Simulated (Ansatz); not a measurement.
Input and command of a plane-wave DFT calculation in Ansatz:

```yaml
crystal:
  lattice:
    - [3.1101644559, 0.0, 0.0]
    - [-1.555082228, 2.6934814288, 0.0]
    - [0.0, 0.0, 24.8845978945]
  atoms:
    - { symbol: C, position: [0.0, 0.0, 0.3013912474] }
    - { symbol: Ta, position: [0.3333333333, 0.6666666667, 0.3517511936] }
    - { symbol: Ta, position: [0.6666666667, 0.3333333333, 0.4496400538] }
    - { symbol: C, position: [0.0, 0.0, 0.5] }
    - { symbol: Ta, position: [0.3333333333, 0.6666666667, 0.5503599462] }
    - { symbol: Ta, position: [0.6666666667, 0.3333333333, 0.6482488064] }
    - { symbol: C, position: [0.0, 0.0, 0.6986087526] }
basis:
  ecutwfc: 500
kpoints:
  mp_grid: { grid: [12, 12, 1] }
hamiltonian:
  xc: r2scan
scf:
  occupations: { method: gaussian, width: 0.1 }
output:
  forces: true
  stress: true
  eigenvalues: true
```

```bash
ansatz run input.yaml --threads 1 --pin off --max-ram 2560MiB --backend cpu --events-out ev --progress --plain --runs-dir out
```

Processor: Arm Neoverse V1, 1 thread, on a host shared with other jobs.

**Question.** How long does it run, and how much memory does it take?

**Answer.** About 22 s on 1 thread of Arm Neoverse V1, with other jobs on the host, peak memory 0.94 GiB. It solves 39 bands at 19 k points (the mesh reduced by the symmetry that the task leaves, which can be less than the crystal's) with about 5311 plane waves, in 7 SCF iterations.
